When a titanium disilicide contact is modelled under stress, someone has to decide whether one bulk modulus is enough or whether its change with volume must be carried along. The bulk modulus is the pressure needed per relative loss of volume. For stresses of about 1 GPa, one number serves well. For volume changes of 6 % or more, a straight-line pressure law built on it misjudges the energy by about a tenth or worse, too low when the crystal is squeezed and too high when it is stretched.

TiSi2 (Cmcm, 6 atoms in the cell), shape and atoms relaxed at each fixed volume with Ansatz 0.2.0: PBE, plane-wave PAW, scalar-relativistic, no spin polarisation. Cutoff 420 eV, Gamma-centred 10×10×10 k mesh, Gaussian smearing 0.1 eV. Energies count from the minimum of a third-order Birch-Murnaghan fit; positive pressure means compression.

| volume per atom (Å³/atom) | energy over minimum (meV/atom) | pressure (GPa) |
| --- | --- | --- |
| 12.627 | 101.4 | 21.14 |
| 13.058 | 53.8 | 14.51 |
| 13.488 | 22.6 | 8.88 |
| 13.919 | 5.4 | 4.09 |
| 14.349 | 0.0 | 0.00 |
| 14.780 | 4.8 | -3.50 |
| 15.210 | 18.4 | -6.50 |
| 15.784 | 47.8 | -9.81 |

**What happens**

The energy over minimum is counted from the bottom of the fitted curve, which lies at 14.349 Å³ per atom, where the pressure is zero. Positive pressure means that the crystal pushes outward against being squeezed. Negative pressure means that it is being pulled apart evenly from all sides and pulls back.

Two rows at equal distance from the minimum show the main feature. At 13.488 Å³ per atom the crystal has lost 6 % of its volume, and this costs 22.6 meV per atom. At 15.210 it has gained 6 %, and this costs only 18.4. The pressures differ even more: 8.88 GPa on the squeezed side against a pull of 6.50 GPa on the other.

**Why squeezing is harder**

The volume at the minimum is a truce between two tendencies. Bonds between silicon atoms, and between titanium d and silicon p electrons, draw the atoms together. Against this, electrons confined to less space gain kinetic energy, and the exclusion principle resists their being pushed into the filled cores. At zero pressure the two tendencies balance.

They don't change equally fast with distance. Both depend on the overlap of electron clouds, which grows quickly as atoms approach. In simple models of bonding, the attraction grows roughly in proportion to the overlap and the repulsion roughly as its square, so the repulsion is the steeper of the two. On compression it soon outruns the attraction, and each further step meets more resistance. On expansion it fades quickly and leaves the attraction to pull back, but that also weakens as the atoms separate, so the pull grows more and more slowly.

This account in terms of two tendencies is standard theory; the calculation gives only their sum. What the numbers do show is the result. Between the two smallest volumes the bulk modulus is about 198 GPa, and between the two largest it is about 89 GPa. It falls at every step between.

The bond of a nitrogen molecule behaves in the same way. Pushing its two atoms together by a small distance costs more than pulling them apart by the same distance, again because repulsion is steeper than attraction. The comparison holds for the shape of the energy curve near its minimum and no further. The molecule has only one distance to change, that of its triple bond, while the silicide has several kinds of contact that can share the strain unequally.

Plain geometry adds a smaller part. The table counts volume, but bonds respond to distance, which goes as the cube root of volume if all lengths change alike. Here they don't quite, since the b axis yields more than the others, so what follows is an estimate. Losing 6 % of the volume therefore shortens distances slightly more than gaining 6 % lengthens them. With ideal springs between the atoms, equally stiff both ways, this alone would make squeezing cost about 1.08 times as much as stretching. The table gives 1.23 times, so the larger part is left for the steeper repulsion.

**How large the effect is**

A crystal of constant stiffness makes a useful yardstick. Its pressure would change in proportion to the volume change, and its energy would be the area under that straight line:

energy ≈ B × (ΔV)² / (2 V₀)

Here B is the bulk modulus at the minimum, V₀ the volume there and ΔV the change from it. Constant stiffness means a straight pressure line; the bulk modulus, which is counted per current volume, isn't quite constant along it. I take B from the pressures of the two rows next to the minimum, which gives 126.5 GPa. No energy away from the minimum enters, and neither of the two 6 % rows is used.

For those rows ΔV is 0.861 Å³ per atom in size. Since 1 eV/Å³ is about 160 GPa, B is 0.79 eV/Å³. The estimate is then 0.79 × 0.861² / (2 × 14.349) = 0.0204 eV, or 20.4 meV per atom, the same for squeezing and stretching.

The computed energies lie on either side of this value, and their average is (22.6 + 18.4) / 2 = 20.5 meV. The constant-stiffness picture therefore gets the average cost right and misses only the difference between the two directions. That difference is the mark of a stiffness that changes with volume: extra cost on one side and a nearly equal saving on the other.

Further out the yardstick gets worse. At 12.627 Å³ per atom, the most squeezed row, it gives 81.6 meV where the calculation gives 101.4, which is 20 % too low. At the largest volume it is 19 % too high. The printed analysis below lists the estimate for each row.

**The jump in the last row**

From 15.210 to 15.784 Å³ per atom the energy rises by 29.4 meV, more than twice the rise of the step before. This looks like a sudden change in the crystal, but it has two ordinary causes. The last volume step is a third wider than the others, and the energy curve is steeper there because the crystal is further from its minimum. The slope of the energy, which is the pressure with its sign reversed, goes from about 5 GPa in the previous step to about 8 GPa in this one. Meanwhile the stiffness goes on falling, as it did before.

**What to do about it**

For an even pressure of 1 GPa, use the single value of the bulk modulus. The volume then changes by about 0.8 %. The modulus itself rises by roughly 4 GPa for each GPa of pressure, so it shifts by only about 3 %. For volume changes of several per cent, use the computed curve or let the modulus grow with pressure. When the rows are unevenly spaced, compare energy per volume, not energy per row.

A real contact film is stressed mainly in its plane, not evenly from all sides, and this crystal doesn't yield equally in all directions. In the relaxed cell at the smallest volume, the long b axis is about 6 % shorter than at the minimum, but the c axis only about 3 %. The ratio of b to c is therefore about 3 % lower. The last line of the printed analysis gives 2.3 % because it uses the cell from which that relaxation started, not the relaxed one. A film model therefore needs the separate elastic constants and the orientation of the grains.

The minimum here belongs to one crystal structure, known as C49, which usually forms first when titanium reacts with silicon. Chip makers want the better-conducting C54 structure, into which it turns on further heating. These numbers describe how C49 responds to a change of volume at zero temperature, with the zero-point motion of the atoms left out; they don't say when it gives way to C54. The relaxations also kept the symmetry of the starting cell, so a distortion to a lower symmetry isn't ruled out at any volume.

The same reasoning can be carried to a neighbouring silicide. Where repulsion is steeper than attraction, expect the crystal to stiffen when squeezed and soften when stretched, and take the size of the effect from that material's own curve.

Numerical output:

```
Steps from the row above:
     row  volume step (Å³/atom)  minus energy slope (GPa)  mean pressure (GPa)  bulk modulus of interval (GPa)
  13.058                  0.431                     17.69                17.82                           197.6
  13.488                   0.43                     11.63                 11.7                           173.8
  13.919                  0.431                     6.394                6.485                           152.3
  14.349                   0.43                     2.012                2.045                           134.4
   14.78                  0.431                    -1.784                -1.75                           118.3
   15.21                   0.43                    -5.067                   -5                           104.6
  15.784                  0.574                    -8.206               -8.155                           89.36
Bulk modulus at the minimum from its two neighbours (GPa): 126.5
Constant-stiffness estimate:
     row  volume change (%)  estimated energy (meV/atom)  estimate less computed (meV/atom)
  12.627                -12                        81.58                             -19.82
  13.058             -8.997                        45.85                             -7.949
  13.488                 -6                        20.39                             -2.206
  13.919             -2.997                        5.087                            -0.3133
  14.349                  0                            0                                  0
   14.78              3.004                         5.11                             0.3104
   15.21                  6                        20.39                              1.994
  15.784                 10                        56.65                               8.85
Energy of 3 % compression over that of 3 % expansion (ratio): 1.125
Energy of 6 % compression over that of 6 % expansion (ratio): 1.228
Pressure size at 6 % compression over that at 6 % expansion (ratio): 1.366
Rise of bulk modulus per GPa of pressure, first to last interval (GPa per GPa): 4.164
Volume change for 1 GPa near the minimum (%): 0.7906
Fall of b/c from the minimum to the cell recorded for the smallest volume (%): 2.306
```
